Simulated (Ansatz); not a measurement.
**ZrS2 (P-3m1), a film clamped to a substrate**

The calculation used DFT PBE+D3(BJ), scalar-relativistic, plane waves, PAW in Ansatz. Settings: plane waves to 420 eV, k-mesh 12×12×6 (Γ-centred), Gaussian smearing 0.05 eV. No spin polarisation. Energies are free energies at this smearing, counted from the undisturbed cell; pressure is positive in compression.

The starting cell (as given, not relaxed at this level; it stands at 0.3 GPa):

```
Zr S
1.0
     3.63000    0.00000    0.00000
    -1.81500    3.14367    0.00000
     0.00000    0.00000    5.85000
Zr S
1 2
Direct
  0.00000 0.00000 0.00000
  0.33333 0.66667 0.24920
  0.66667 0.33333 0.75080
```

The cell (3 atoms, V0 = 66.76 Å³) is strained by p along both x and y and by q along z, fractional coordinates fixed. τp = (1/V0) ∂E/∂p = (σxx + σyy)(1 + p)(1 + q) and τq = (1/V0) ∂E/∂q = σzz(1 + p)², with tension positive.

```csv
p,q,ΔE (meV/atom),τp (GPa),τq (GPa)
0.000,0.000,0.00,-0.98,0.16
-0.040,0.000,63.90,-22.99,-6.04
0.040,0.000,43.48,15.86,4.90
0.000,-0.040,13.89,-6.88,-5.25
0.000,0.040,14.69,3.99,5.05
```

**Question.** Get the second derivatives of the energy density.

**Answer.** Central differences give A = ∂τp/∂p = 486 GPa (C11 + C22 + 2 C12), C = ∂τq/∂q = 129 GPa (C33) and the cross term B = ∂τq/∂p = 137 GPa (C13 + C23); ∂τp/∂q = 136 GPa must equal B, and any difference shows higher-order terms. Steps this large leave an error of some per cent of A or C in all of these, which can swamp a small B. The ions are clamped.

**Question.** A film of this crystal grows with z along the normal on a substrate that imposes p. How does its thickness respond, and what does the misfit cost?

**Answer.** Count p and q from the stress-free cell. A free surface needs τq = 0, so q = −(B/C) p = -1.06 p. The energy density left is (A − B²/C) p²/2 = M p², with the biaxial modulus M = 170 GPa; a misfit of 1 % costs 2.36 meV/atom, against 3.37 meV/atom if the thickness were held.

Forces appear on the atoms along this scan, and letting them relax would lower the energy and soften the response. The gap closes along the scan, which can put kinks into the curve.

Cost: 25 runs of about 5.1 core-minutes in all, on AMD EPYC (Zen 3) (shared hosts).

Biaxial strain is much costlier than strain along z, but the out-of-plane stiffness of 129 GPa is far too high for a van der Waals crystal whose layers are held together mainly by dispersion. The likely cause is the fixed fractional coordinates: they stretch the thickness of each layer by the same fraction as the soft gap between layers, which forces the strong, polar-covalent Zr–S bonds to lengthen too, whereas a real crystal would put most of the normal strain into the gap.

The large cross term has a related origin. The Zr–S bonds are inclined to the plane, so in-plane tension lengthens them and a thinner layer partly compensates. This explains why freeing the thickness lowers the misfit cost from 3.37 to 2.36 meV/atom.

The scan therefore supports strong coupling between in-plane strain and layer thickness, but not -1.06 as the thickness response of a real film. Sulfur displacements and changes in the gap would alter both the cross term and the normal stiffness, so even the direction of the error in their ratio remains open.
